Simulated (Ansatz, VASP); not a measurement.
# One calculation of SiC, two programs

```
Si C
1.0
     3.07530    0.00000    0.00000
    -1.53765    2.66329    0.00000
     0.00000    0.00000    5.04834
Si C
2 2
Direct
  0.33333 0.66667 0.49960
  0.66667 0.33333 0.99960
  0.33333 0.66667 0.87540
  0.66667 0.33333 0.37540
```

Alike in both runs: functional r2SCAN; k mesh 12 × 12 × 6; occupations gaussian, width 0.02 eV; no spin polarisation.

Ansatz relaxed the structure, and its values are those at the end. VASP's run is a single point on that final structure, the one shown.

```csv
,VASP,Ansatz
version,VASP 6.6.1,Ansatz 0.2.0
potentials or method,"VASP PAW PBE potentials, release 64 (Si, C)","scalar-relativistic, plane waves, PAW"
plane-wave cutoff (eV),520,500
valence electrons in the cell,16,16
```

|  | VASP | Ansatz | Ansatz less VASP |
| --- | --- | --- | --- |
| gap on the k mesh at the Fermi level (eV) | 2.66 | 2.65 | -0.007 |
| least direct gap on the mesh (eV) | 4.48 | 4.48 | -0.009 |
| pressure (GPa) | -0.2 | 0.0 | +0.18 |

With one functional, cell and mesh, what is left measures potentials, basis and numerics.

Caveats: the PAW data sets were made with another functional, which shifts forces and pressure a little (VASP). r2SCAN opens gaps a little over a GGA but as a rule still falls short of measured ones. A k mesh can miss the band edges.
